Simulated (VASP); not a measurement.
Write the native input for VASP 6.6.1 that does the following.

| Quantity | Value |
| --- | --- |
| Task | relaxation of cell and atoms |
| Functional | PBE |
| Potentials or basis | VASP PAW PBE potentials, release 64 (Mn_pv, F) |
| Cutoff | 600 eV |
| k mesh | 6 × 6 × 8 |
| Occupations | gaussian, width 0.03 eV |
| Spin | collinear spin, ferromagnetic start |
| Starting moments | [5.0, 5.0, 0.0, 0.0, 0.0, 0.0] μB |
| Hubbard terms | Mn d U = 3.9 eV |
| Further INCAR settings | ALGO = Normal; EDIFF = 1e-06; AMIX = 0.2; BMIX = 0.0001; IBRION = 2; EDIFFG = -0.01; NSW = 90; ISIF = 3 |

The structure of MnF2 lies in POSCAR:

```
MnF2
1.0
    4.8738000000      0.0000000000      0.0000000000
    0.0000000000      4.8738000000      0.0000000000
    0.0000000000      0.0000000000      3.3107000000
Mn F
2 4
Direct
    0.0000000000      0.0000000000      0.0000000000
    0.5000000000      0.5000000000      0.5000000000
    0.3053000000      0.3053000000      0.0000000000
    0.1947000000      0.8053000000      0.5000000000
    0.6947000000      0.6947000000      0.0000000000
    0.8053000000      0.1947000000      0.5000000000
```

These files were run (other wordings do the same):

INCAR

```
SYSTEM = MnF2
PREC = Accurate
ENCUT = 600
EDIFF = 1E-6
ISMEAR = 0
SIGMA = 0.03
LREAL = .FALSE.
LASPH = .TRUE.
NELM = 150
ALGO = Normal
ISIF = 3
LWAVE = .FALSE.
LCHARG = .FALSE.
ISPIN = 2
MAGMOM = 5 5 0 0 0 0
LORBIT = 11
LMAXMIX = 4
LDAU = .TRUE.
LDAUTYPE = 2
LDAUL = 2 -1
LDAUU = 3.9 0
LDAUJ = 0 0
LDAUPRINT = 1
GGA = PE
IBRION = 2
NSW = 90
EDIFFG = -0.01
AMIX = 0.2
BMIX = 1E-4
AMIX_MAG = 0.8
BMIX_MAG = 1E-4
KPAR = 2
```

KPOINTS

```
regular mesh
0
G
  6 6 8
  0 0 0
```

Potentials or basis: VASP PAW PBE potentials, release 64 (Mn_pv, F).

Run with:

```sh
$ cat potpaw_PBE.64/Mn_pv/POTCAR potpaw_PBE.64/F/POTCAR > POTCAR
$ mpirun -np 2 vasp_std > vasp.out
```

Results of the run:

```json
{"Relaxed volume": "13.79 Å³/atom", "Relaxed cell": "a = 4.967 Å, b = 4.967 Å, c = 3.353 Å, α = 90.00°, β = 90.00°, γ = 90.00°", "Space group after relaxing (to 0.05 Å)": "P4_2/mnm (No. 136)", "Energy gained by relaxing": "9.6 meV/atom", "Ionic steps": "11", "Pressure after relaxing": "0.0 GPa", "Largest force after relaxing": "0.009 eV/Å", "Band gap on the k mesh": "2.50 eV, direct", "Net moment": "10.00 μB per cell", "Site moments": "Mn +4.69; F +0.05 μB", "Valence electrons inside the program's atomic spheres": "Mn 11.22; F 6.10"}
```

Caveat: only a ferromagnetic start was run, and an antiferromagnetic order may lie lower in energy.

Run time: 14 min on 2 MPI ranks on Intel(R) Xeon(R) Platinum 8488C (Sapphire Rapids), on a shared host, peak memory 0.39 GiB a rank.
